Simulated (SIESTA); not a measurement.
GaAs:

```
CELL_PARAMETERS angstrom
0.00000 2.82685 2.82685
2.82685 0.00000 2.82685
2.82685 2.82685 0.00000
ATOMIC_POSITIONS crystal
As 0.75000 0.75000 0.75000
Ga 0.00000 0.00000 0.00000
```

Base run:

- Program: SIESTA 5.4.2
- Functional: BLYP
- Potentials or basis: PseudoDojo 0.4 standard (PBE files)
- Basis: DZP (energy shift 0.002 Ry; radii capped at 9.5 bohr)
- Grid cutoff: 800 Ry
- Energy shift: 0.002 Ry
- k mesh: 8 × 8 × 8
- Occupations: fermi-dirac, width 0.05 eV
- Spin: no spin polarisation

Its results: band gap on the k mesh 0.36 eV, direct; pressure 8.4 GPa.

Q: After a change of settings the same cell gave: band gap on the k mesh 0.48 eV, direct; pressure 3.6 GPa. Which change was it?
A. functional from BLYP to PBE
B. functional from BLYP to vdW-DF-cx
C. functional from BLYP to AM05; potentials or basis from PseudoDojo 0.4 standard (PBE files) to PseudoDojo 0.4 standard (PBEsol files)
D. functional from BLYP to PBE; basis from DZP (energy shift 0.002 Ry; radii capped at 9.5 bohr) to DZ (energy shift 0.002 Ry; radii capped at 9.5 bohr)

A: B.

Caveats: semicore shells carry a single zeta, which can move pressures by several GPa and volumes by a few percent; the potentials were made for another functional, which shifts forces and pressure; the basis of atomic orbitals isn't converged, which shifts pressures, moduli and gaps.

Not every run made on this cell is shown here.
